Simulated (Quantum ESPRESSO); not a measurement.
Runs of Quantum ESPRESSO 7.5 on Al2O3. It takes space group P-3m1 (No. 164, trigonal). The conventional cell has a = 3.017 Å, b = 3.017 Å, c = 7.575 Å, α = 90.00°, β = 90.00°, γ = 120.00°. Al (site symmetry 3m) is surrounded by 4 O at 1.68 to 1.84 Å. Around O (site symmetry -3m) lie 2 Al at 1.68 Å. O (site symmetry 3m) has 3 Al at 1.84 Å as nearest neighbours. Measurements of this composition are mostly on another form, of space group No. 167.

| task | level | potentials or basis | form of the LDA correlation | gap on the mesh (eV) | pressure (GPa) | V0 of scaled cells (Å³/atom) | B0 (GPa) | largest force (eV/Å) |
| --- | --- | --- | --- | --- | --- | --- | --- | --- |
| equation of state | LDA | GBRV 1.5 LDA | PZ81 | - | - | (b) | 180 | - |
| band structure | LDA | GBRV 1.5 LDA | PZ81 | 2.21 | -7.3 | - | - | 0.40 |
| equation of state | PBEsol | GBRV 1.5 PBEsol | - | - | - | 11.72 | 170 | - |
| band structure | PBEsol | GBRV 1.5 PBEsol | - | 2.22 | (a) | - | - | (c) |

Alike in all rows: no spin polarisation; cell as given; k mesh 10 × 10 × 4; cutoff (eV) 612; smearing fermi-dirac 0.05 eV.

Estimate the missing entries.

(a) -3.2; (b) 11.44; (c) 0.16.

Caveats: the cell was scaled at fixed shape and fractional positions, which overstates the stiffness of a crystal with free parameters, most of all of layers and chains (some runs).

A k mesh can miss the band edges.

Not every run made on this cell is shown here.
